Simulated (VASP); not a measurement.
# PbSe (Clausthalite) (Fm-3m) in VASP: a series of runs

Runs on PbSe (Clausthalite). Level: PBEsol. Tasks: single point.

All numbers are computed with VASP 6.6.1; they aren't measurements. Logs are shortened: lines on timing, memory, paths and dates and some standing lists are left out, and cuts for length are marked.

**What was measured.**

From a printed reference work, monograph, for a bulk crystal of PbSe: band gap 0.15 eV (direct) at 4.2 K; band gap 0.28 eV (direct) at 300 K.

The results are compared with them further down.

## (1) The cell of the first run

The structure is cubic, space group Fm-3m (No. 225). The conventional cell has a = 6.103 Å, b = 6.103 Å, c = 6.103 Å, α = 90.00°, β = 90.00°, γ = 90.00°. Within 4.0 Å of Pb (site symmetry m-3m) lie 6 Se at 3.05 Å. Se (site symmetry m-3m) has 6 Pb at 3.05 Å within 4.0 Å.

## (2) Single point, PBEsol

File INCAR:

```
PREC = Accurate
ENCUT = 520
EDIFF = 1E-6
ISMEAR = 0
SIGMA = 0.01
LREAL = F
LASPH = T
NELM = 60
ALGO = Normal
ISIF = 2
LWAVE = F
LCHARG = F
GGA = PS
NBANDS = 17
```

File KPOINTS:

```
regular mesh
0
Gamma
  10 10 10
```

File POSCAR:

```
PbSe
1.0
    0.0000000000      3.0515521256      3.0515521256
    3.0515521256      0.0000000000      3.0515521256
    3.0515521256      3.0515521256      0.0000000000
Pb Se
1 1
Direct
    0.0000000000      0.0000000000      0.0000000000
    0.5000000000      0.5000000000      0.5000000000
```

Potentials or basis: VASP PAW PBE potentials, release 64 (Pb_d, Se).

Started as:

```
> cat potpaw_PBE.64/Pb_d/POTCAR potpaw_PBE.64/Se/POTCAR > POTCAR
> mpirun -np 1 vasp_std > vasp.out
```

OUTCAR:

```text
PREC = Accurate
   ENCUT = 520
   EDIFF = 1E-6
   ISMEAR = 0
   LREAL = F
   LASPH = T
   NELM = 60
   ISIF = 2
   GGA = PS

 ion  position               nearest neighbor table
   1  0.000  0.000  0.000-   2 3.05   2 3.05   2 3.05   2 3.05   2 3.05   2 3.05
   2  0.500  0.500  0.500-   1 3.05   1 3.05   1 3.05   1 3.05   1 3.05   1 3.05

  LATTYP: Found a face centered cubic cell.
 ALAT       =     6.1031042512

  Lattice vectors:

 A1 = (   0.0000000000,   3.0515521256,   3.0515521256)
 A2 = (   3.0515521256,   0.0000000000,   3.0515521256)
 A3 = (   3.0515521256,   3.0515521256,   0.0000000000)

Analysis of symmetry for initial positions (statically):
=====================================================================
 Subroutine PRICEL returns:
 Original cell was already a primitive cell.

 Routine SETGRP: Setting up the symmetry group for a
 face centered cubic supercell.

 Subroutine GETGRP returns: Found 48 space group operations
 (whereof 48 operations were pure point group operations)
 out of a pool of 48 trial point group operations.

The static configuration has the point symmetry O_h .

Analysis of symmetry for dynamics (positions and initial velocities):
=====================================================================
 Subroutine PRICEL returns:
 Original cell was already a primitive cell.

 Routine SETGRP: Setting up the symmetry group for a
 face centered cubic supercell.

 Subroutine GETGRP returns: Found 48 space group operations
 (whereof 48 operations were pure point group operations)
 out of a pool of 48 trial point group operations.

The dynamic configuration has the point symmetry O_h .

 Subroutine INISYM returns: Found 48 space group operations
 (whereof 48 operations are pure point group operations),
 and found     1 'primitive' translations

----------------------------------------------------------------------------------------

                                     Primitive cell

  volume of cell :      56.8319

  direct lattice vectors                    reciprocal lattice vectors
     0.000000000  3.051552126  3.051552126    -0.163851043  0.163851043  0.163851043
     3.051552126  0.000000000  3.051552126     0.163851043 -0.163851043  0.163851043
     3.051552126  3.051552126  0.000000000     0.163851043  0.163851043 -0.163851043

  length of vectors
     4.315546402  4.315546402  4.315546402     0.283798332  0.283798332  0.283798332

  position of ions in fractional coordinates (direct lattice)
     0.000000000  0.000000000  0.000000000
     0.500000000  0.500000000  0.500000000

  ion indices of the primitive-cell ions
   primitive index   ion index
                 1           1
                 2           2

----------------------------------------------------------------------------------------

 KPOINTS: regular mesh

Automatic generation of k-mesh.
 Grid dimensions read from file:
 generate k-points for:   10   10   10

 Generating k-lattice:

  Cartesian coordinates                     Fractional coordinates (reciprocal lattice)
    -0.016385104  0.016385104  0.016385104     0.100000000  0.000000000  0.000000000
     0.016385104 -0.016385104  0.016385104     0.000000000  0.100000000  0.000000000
     0.016385104  0.016385104 -0.016385104     0.000000000  0.000000000  0.100000000

  Length of vectors
     0.028379833  0.028379833  0.028379833

  Shift w.r.t. Gamma in fractional coordinates (k-lattice)
     0.000000000  0.000000000  0.000000000

 Subroutine IBZKPT returns following result:
 ===========================================

 Found     47 irreducible k-points:

 Following reciprocal coordinates:
            Coordinates               Weight
  0.000000  0.000000  0.000000      1.000000
  0.100000  0.000000  0.000000      8.000000
  0.200000  0.000000  0.000000      8.000000
  0.300000  0.000000  0.000000      8.000000
  0.400000  0.000000  0.000000      8.000000
  0.500000  0.000000  0.000000      4.000000
[... 16 lines left out ...]
  0.300000  0.300000  0.000000      6.000000
  0.400000  0.300000  0.000000     24.000000
 [... further k-points ...]
   k-points           NKPTS =     47   k-points in BZ     NKDIM =     47   number of bands    NBANDS=     17
   number of dos      NEDOS =    301   number of ions     NIONS =      2
   total plane-waves  NPLWV =  32768
   dimension x,y,z NGX =    32 NGY =   32 NGZ =   32
   dimension x,y,z NGXF=    64 NGYF=   64 NGZF=   64
   ions per type =               1   1
   NGX,Y,Z   is equivalent  to a cutoff of  12.33, 12.33, 12.33 a.u.
   NGXF,Y,Z  is equivalent  to a cutoff of  24.65, 24.65, 24.65 a.u.
 SYSTEM =  unknown system
   PREC   = accura    normal or accurate (medium, high low for compatibility)
   ISTART =      0    job   : 0-new  1-cont  2-samecut
   ICHARG =      2    charge: 1-file 2-atom 10-const
   ISPIN  =      1    spin polarized calculation?
   LNONCOLLINEAR =      F non collinear calculations
   LSORBIT =      F    spin-orbit coupling
   LASPH  =      T    aspherical Exc in radial PAW
   ENCUT  =  520.0 eV  38.22 Ry    6.18 a.u.   8.02  8.02  8.02*2*pi/ulx,y,z
   NELM   =     60;   NELMIN=  2; NELMDL= -5     # of ELM steps
   EDIFF  = 0.1E-05   stopping-criterion for ELM
   LREAL  =      F    real-space projection
   EDIFFG = 0.1E-04   stopping-criterion for IOM
   NSW    =      0    number of steps for IOM
   IBRION =     -1    ionic relax: 0-MD 1-quasi-New 2-CG
   NFREE  =      0    steps in history (QN), initial steepest desc. (CG)
   ISIF   =      2    stress and relaxation
   ISYM   =      2    0-nonsym 1-usesym 2-fastsym
   POTIM  = 0.5000    time-step for ionic-motion
   TEBEG  =    0.0;   TEEND  =   0.0 temperature during run
   PSTRESS=    0.0 pullay stress
   NELECT =      20.0000    total number of electrons
   NUPDOWN=      -1.0000    fix difference up-down
   EMIN   =  10.00;   EMAX   =-10.00  energy-range for DOS
   EFERMI =   0.00;   METHOD = LEGACY
   ISMEAR =     0;   SIGMA  =   0.01  broadening in eV -4-tet -1-fermi 0-gaus
   EFERMI_NEDOS =   21; number of points for ismear=-14 and -15
   IALGO  =     38    algorithm
   IMIX   =      4    mixing-type and parameters
     AMIX     =   0.40;   BMIX     =  1.00
     AMIX_MAG =   1.60;   BMIX_MAG =  1.00
  volume/ion in A,a.u.               =      28.42       191.76
  Fermi-wavevector in a.u.,A,eV,Ry     =   1.155812  2.184169 18.176056  1.335902
  Thomas-Fermi vector in A             =   2.292438
   LORBIT       =      0    0 simple, 1 ext, 2 COOP (PROOUT), +10 PAW based schemes
   GGA     = PS    functional components
   LHFCALC =     F    Hartree Fock is set to
   AEXX    =    0.0000 exact exchange contribution
   IVDW    =     0    specifies the selected vdW correction
   LEPSILON=     F    determine dielectric tensor
   LRPA    =     F    only Hartree local field effects (RPA)
 non-spin polarized calculation
 Gauss-broadening in eV      SIGMA  =   0.01
  energy-cutoff  :      520.00
  volume of cell :       56.83
 maximum number of plane-waves:      1544
   NGX = 17   NGY = 17   NGZ = 17

 number of electron      20.0000003 magnetization

 Free energy of the ion-electron system (eV)
  ---------------------------------------------------
  ext. energy  EPLUGINS =         0.00000000
  ---------------------------------------------------
  free energy    TOTEN  =        -8.91665228 eV

  energy without entropy =       -8.91665228  energy(sigma->0) =       -8.91665228

 E-fermi :   5.0811     XC(G=0):  -9.7599

 val. band max:        5.0294593633   @ k =   0.5000   0.0000   0.0000
 cond. band min:       5.2014789836   @ k =   0.5000   0.0000   0.0000
 fundamental gap:      0.1720196203
 Fermi energy:         5.0811248161

 k-point     1 :       0.0000    0.0000    0.0000
  band No.  band energies     occupation
      1     -11.7390      2.00000
      2     -11.7390      2.00000
      3     -11.7390      2.00000
      4     -11.7378      2.00000
      5     -11.7378      2.00000
      6      -8.6605      2.00000
[... 9 lines left out ...]
     16      11.4509      0.00000
     17      12.9962      0.00000

 k-point     2 :       0.1000    0.0000    0.0000
  band No.  band energies     occupation
      1     -11.7406      2.00000
      2     -11.7406      2.00000
      3     -11.7387      2.00000
      4     -11.7355      2.00000
      5     -11.7355      2.00000
      6      -8.5825      2.00000
[... 9 lines left out ...]
     16      11.6833      0.00000
     17      13.8444      0.00000

 k-point     3 :       0.2000    0.0000    0.0000
  band No.  band energies     occupation
      1     -11.7471      2.00000
      2     -11.7471      2.00000
      3     -11.7378      2.00000
      4     -11.7268      2.00000
      5     -11.7268      2.00000
      6      -8.3599      2.00000
[... 9 lines left out ...]
     16      12.2666      0.00000
     17      15.3331      0.00000

 k-point     4 :       0.3000    0.0000    0.0000
  band No.  band energies     occupation
      1     -11.7551      2.00000
      2     -11.7551      2.00000
      3     -11.7370      2.00000
      4     -11.7160      2.00000
      5     -11.7160      2.00000
      6      -8.0353      2.00000
[... 9 lines left out ...]
     16      13.1513      0.00000
     17      16.7341      0.00000

 k-point     5 :       0.4000    0.0000    0.0000
  band No.  band energies     occupation
      1     -11.7616      2.00000
      2     -11.7616      2.00000
      3     -11.7365      2.00000
      4     -11.7072      2.00000
      5     -11.7072      2.00000
      6      -7.7096      2.00000
[... 9 lines left out ...]
     16      14.2772      0.00000
     17      16.1123      0.00000

 k-point     6 :       0.5000    0.0000    0.0000
  band No.  band energies     occupation
      1     -11.7641      2.00000
      2     -11.7641      2.00000
      3     -11.7364      2.00000
      4     -11.7039      2.00000
      5     -11.7039      2.00000
      6      -7.5613      2.00000
[... 9 lines left out ...]
     16      15.1418      0.00000
     17      15.1418      0.00000

 k-point     7 :       0.1000    0.1000    0.0000
  band No.  band energies     occupation
      1     -11.7446      2.00000
      2     -11.7409      2.00000
      3     -11.7359      2.00000
      4     -11.7348      2.00000
      5     -11.7348      2.00000
      6      -8.5556      2.00000
[... 9 lines left out ...]
     16      12.1413      0.00000
     17      13.6497      0.00000

 k-point     8 :       0.2000    0.1000    0.0000
  band No.  band energies     occupation
      1     -11.7535      2.00000
      2     -11.7412      2.00000
      3     -11.7392      2.00000
      4     -11.7293      2.00000
      5     -11.7257      2.00000
      6      -8.3787      2.00000
[... 9 lines left out ...]
     16      12.7942      0.00000
     17      14.5287      0.00000
[... 203 lines left out ...]
      1     -11.8000      2.00000
      2     -11.7468      2.00000
      3     -11.7355      2.00000
      4     -11.7125      2.00000
      5     -11.7010      2.00000
      6      -7.4383      2.00000
[... 9 lines left out ...]
     16      15.4820      0.00000
     17      15.9326      0.00000

 k-point    20 :      -0.4000    0.2000    0.0000
  band No.  band energies     occupation
      1     -11.7925      2.00000
      2     -11.7523      2.00000
      3     -11.7292      2.00000
      4     -11.7145      2.00000
      5     -11.7047      2.00000
      6      -7.4014      2.00000
[... 9 lines left out ...]
     16      14.2405      0.00000
     17      16.6192      0.00000

 k-point    21 :      -0.3000    0.2000    0.0000
  band No.  band energies     occupation
      1     -11.7781      2.00000
      2     -11.7546      2.00000
      3     -11.7292      2.00000
      4     -11.7147      2.00000
      5     -11.7130      2.00000
      6      -7.6056      2.00000
[... 9 lines left out ...]
     16      14.5657      0.00000
     17      15.7650      0.00000

 k-point    22 :      -0.2000    0.2000    0.0000
  band No.  band energies     occupation
      1     -11.7622      2.00000
      2     -11.7540      2.00000
      3     -11.7339      2.00000
      4     -11.7217      2.00000
      5     -11.7148      2.00000
      6      -7.9167      2.00000
[... 9 lines left out ...]
     16      14.4936      0.00000
     17      15.1515      0.00000

 k-point    23 :       0.3000    0.3000    0.0000
  band No.  band energies     occupation
      1     -11.8136      2.00000
      2     -11.7518      2.00000
      3     -11.7247      2.00000
      4     -11.7086      2.00000
      5     -11.7086      2.00000
      6      -7.7969      2.00000
[... 9 lines left out ...]
     16      15.0344      0.00000
     17      15.5334      0.00000

 k-point    24 :       0.4000    0.3000    0.0000
  band No.  band energies     occupation
      1     -11.8321      2.00000
      2     -11.7518      2.00000
      3     -11.7261      2.00000
      4     -11.7036      2.00000
      5     -11.7010      2.00000
      6      -7.5397      2.00000
[... 9 lines left out ...]
     16      15.7343      0.00000
     17      16.4530      0.00000

 [... further k-points ...]

------------------------ aborting loop because EDIFF is reached ----------------------------------------

  FORCE on cell =-STRESS in cart. coord.  units (eV):
  Direction    XX          YY          ZZ          XY          YZ          ZX
  --------------------------------------------------------------------------------------
  -------------------------------------------------------------------------------------
  Total       -0.0045211     -0.0045211     -0.0045211     -0.0000000      0.0000000      0.0000000
  in kB       -0.1274552     -0.1274552     -0.1274552     -0.0000000      0.0000000      0.0000000
  external PRESSURE =      -0.1274552 kB  Pullay stress =       0.0000000 kB

 VOLUME and BASIS-vectors are now :
 -----------------------------------------------------------------------------
  energy-cutoff  :      520.00
  volume of cell :       56.83
      direct lattice vectors                 reciprocal lattice vectors
     0.000000000  3.051552126  3.051552126    -0.163851043  0.163851043  0.163851043
     3.051552126  0.000000000  3.051552126     0.163851043 -0.163851043  0.163851043
     3.051552126  3.051552126  0.000000000     0.163851043  0.163851043 -0.163851043

 POSITION                                       TOTAL-FORCE (eV/Angst)
 -----------------------------------------------------------------------------------
      0.00000      0.00000      0.00000         0.000000     -0.000000     -0.000000
      3.05155      3.05155      3.05155        -0.000000      0.000000      0.000000
 -----------------------------------------------------------------------------------
    total drift:                                0.000000     -0.000000     -0.000000

  FREE ENERGIE OF THE ION-ELECTRON SYSTEM (eV)
  ---------------------------------------------------
  free  energy   TOTEN  =        -8.9166522804 eV

  energy  without entropy=       -8.9166522804  energy(sigma->0) =       -8.91665228
```

Run time: 18 s. Hardware: 1 thread of Intel Xeon 6975P-C (Granite Rapids), shared host; peak memory 0.2 GiB.

What came out:

| Quantity | Value |
| --- | --- |
| Free energy | -8.9167 eV |
| Pressure | 0.0 GPa |
| Band gap on the k mesh | 0.17 eV, direct |

Levels at points of the mesh, in eV from the valence-band top:
```
           k point  band 8  band 9  band 10  band 11  band 12  band 13
(0.00, 0.00, 0.00)   -1.92   -1.92    -1.92     4.69     4.69     4.69
(0.50, 0.00, 0.00)   -1.50   -1.50     0.00     0.17     1.62     1.62
(0.50, 0.50, 0.00)   -5.11   -3.31    -3.31     3.54     5.61     5.61
```

Caveat: the PAW data sets were made with another functional, which shifts forces and pressure a little; spin-orbit coupling is left out, which moves the levels of the heavy elements.

## (3) Single point, PBEsol

File INCAR:

```
SYSTEM = PbSe
ALGO = Normal
EDIFF = 1E-6
ENCUT = 520
GGA = PS
ISIF = 2
ISMEAR = 0
LASPH = .TRUE.
LCHARG = .FALSE.
LREAL = .FALSE.
LWAVE = .FALSE.
NBANDS = 17
NELM = 100
PREC = Accurate
SIGMA = 0.01
```

File KPOINTS:

```
k-points
0
G
  10 10 10
  0 0 0
```

POSCAR is that of step 2.

Potentials or basis: VASP PAW PBE potentials, release 64 (Pb_d, Se).

Started as:

```
> cat potpaw_PBE.64/Pb_d/POTCAR potpaw_PBE.64/Se/POTCAR > POTCAR
> mpirun -np 1 vasp_std > vasp.out
```

Run time: 16 s. Hardware: 1 thread of Intel Xeon 6975P-C (Granite Rapids), shared host; peak memory 0.2 GiB.

It converged, with:

```
Free energy            : -8.9167 eV
Pressure               : 0.0 GPa
Band gap on the k mesh : 0.17 eV, direct
```

Levels at points of the mesh, in eV from the valence-band top:
| k point | band 7 | band 8 | band 9 | band 10 | band 11 | band 12 | band 13 | band 14 |
| --- | --- | --- | --- | --- | --- | --- | --- | --- |
| (0.00, 0.00, 0.00) | -6.32 | -1.92 | -1.92 | -1.92 | 4.69 | 4.69 | 4.69 | 6.42 |
| (0.50, 0.00, 0.00) | -8.89 | -1.50 | -1.50 | 0.00 | 0.17 | 1.62 | 1.62 | 8.42 |
| (0.50, 0.50, 0.00) | -7.43 | -5.11 | -3.31 | -3.31 | 3.54 | 5.61 | 5.61 | 6.04 |

Caveat: the PAW data sets were made with another functional, which shifts forces and pressure a little; spin-orbit coupling is left out, which moves the levels of the heavy elements.

## (4) Against experiment

Step 2. Measured gap of PbSe: 0.15 eV (direct; 4.2 K; a printed reference work, monograph). This calculation gives 0.17 eV (+0.02 eV). 2 values of this kind are on record (0.15 to 0.28 eV); this one was drawn at random. Spin-orbit coupling on Pb, Se is left out. The value is that of PBEsol on a finite k mesh, which can miss the band edges, without temperature or zero-point motion.

Step 3. Against the measured gap of PbSe, 0.28 eV (direct; 300 K; a printed reference work, monograph), the calculated 0.17 eV is off by -0.11 eV. 2 values of this kind are on record (0.15 to 0.28 eV); this one was drawn at random. Spin-orbit coupling on Pb, Se is left out. The value is that of PBEsol on a finite k mesh, which can miss the band edges, without temperature or zero-point motion. Semilocal functionals fall short of measured gaps as a rule.
